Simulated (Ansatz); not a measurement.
MgS (Niningerite): single point with r2SCAN0 form with a typed share of exact exchange

MgS (Niningerite):

```
CELL_PARAMETERS angstrom
0.00000 2.60165 2.60165
2.60165 0.00000 2.60165
2.60165 2.60165 0.00000
ATOMIC_POSITIONS crystal
S 0.50000 0.50000 0.50000
Mg 0.00000 0.00000 0.00000
```

```
Program                 : Ansatz 0.2.0
Task                    : single point
Functional              : r2SCAN0 form with a typed share of exact exchange
Potentials or basis     : Ansatz PAW
Cutoff                  : 500 eV (not typed: the program's choice for these potentials)
k mesh                  : 5 × 5 × 5
Occupations             : fermi-dirac, width 0.05 eV
Spin                    : no spin polarisation
Share of exact exchange : 0.15
```

- Pressure: -0.4 GPa
- Band gap on the k mesh: 4.79 eV, indirect (least direct gap 5.51 eV)

Levels at points of the mesh, in eV from the valence-band top:
```tsv
k point	band 4	band 5	band 6	band 7	band 8	band 9	band 10	band 11	band 12
(0.00, 0.00, 0.00)	-44.34	-13.87	0.00	0.00	0.00	5.51	9.50	9.50	9.50
```

Run time: 7.1 s on 2 threads of Intel(R) Xeon(R) Platinum 8488C (Sapphire Rapids), with other jobs on the host, peak memory 0.79 GiB.

Caveat: odd divisions of the mesh miss points on the zone boundary, where band edges often lie, so the gap on the mesh can be too wide; the PAW data sets come from PBE, with cores solved anew for the run's functional, which leaves a small shift of forces and pressure; the thresholds are loose for stress. A k mesh can miss the band edges.
